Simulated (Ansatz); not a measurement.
## Strain and the gap of NaI (rocksalt)

NaI built on the rocksalt prototype, relaxed with r2SCAN in the plane-wave code Ansatz. It is cubic, Fm-3m (No. 225); conventional cell a = 6.459 Å, 33.69 Å³ an atom. Na has 6 I at 3.23 Å; I has 6 Na at 3.23 Å.

The axes x, y and z are those of this cell:
```yaml
crystal:
  lattice:
    - [0.00000, 3.22972, 3.22972]
    - [3.22972, 0.00000, 3.22972]
    - [3.22972, 3.22972, 0.00000]
  atoms:
    - { symbol: Na, position: [0.00000, 0.00000, 0.00000] }
    - { symbol: I, position: [0.50000, 0.50000, 0.50000] }
```

Unstrained: With PBE the gap is 3.661 eV and direct, at Γ. With r2SCAN the gap is 4.449 eV and direct, at Γ. HSE06 gives a direct gap of 4.692 eV at Γ. Meshes: PBE 8×8×8, r2SCAN 8×8×8, HSE06 6×6×6. Strains are changes of length per length. After each strain the atoms were relaxed again with r2SCAN within the symmetry that the strain leaves, so tilts or polar shifts that break it weren't tested; points keep the names that they have in the unstrained zone. (Simulation; spin polarisation is off.)

Changes of the least gap in eV (an overlap counts as a negative gap):
```json
{"strain": "epitaxial +3.35 % in the plane normal to [111], free normal strain -2.68 %", "volume change (%)": "+3.9", "space group": "R-3m", "PBE": "-0.277", "r2SCAN": "-0.301", "HSE06": "-0.294", "energy rise, r2SCAN (meV/atom)": "6.4"}
{"strain": "epitaxial -0.31 % in the xy plane, free normal strain +0.25 %", "volume change (%)": "-0.4", "space group": "I4/mmm", "PBE": "+0.006", "r2SCAN": "+0.007", "HSE06": "+0.006", "energy rise, r2SCAN (meV/atom)": "0.1"}
{"strain": "biaxial -1.13 % in x and y, z held", "volume change (%)": "-2.2", "space group": "I4/mmm", "PBE": "+0.054", "r2SCAN": "+0.063", "HSE06": "+0.058", "energy rise, r2SCAN (meV/atom)": "1.3"}
```

Epitaxial +3.35 % in the plane normal to [111], free normal strain -2.68 %. HSE06: the gap goes from 4.692 to 4.398 eV (-0.294 eV); with r2SCAN the top three valence levels at Γ, degenerate before, become 1+2 from the top over 240 meV. Stress change with r2SCAN, compression positive: xx -0.61, yy -0.61, zz -0.61, xy +0.29, xz +0.29, yz +0.29 GPa.

Epitaxial -0.31 % in the xy plane, free normal strain +0.25 %. HSE06: the gap goes from 4.692 to 4.698 eV (+0.006 eV). Stress change with r2SCAN, compression positive: xx +0.12, yy +0.12, zz -0.04 GPa.

Biaxial -1.13 % in x and y, z held. HSE06: the gap goes from 4.692 to 4.750 eV (+0.058 eV); with r2SCAN the top three valence levels at Γ, degenerate before, become 1+2 from the top over 13 meV. Stress change with r2SCAN, compression positive: xx +0.54, yy +0.54, zz +0.19 GPa.

No spin-orbit coupling is included; it can move band edges with weight on the heavy atoms by tenths of an eV.

The splittings at Γ are without spin-orbit coupling, which regroups them where it is of like size or larger.
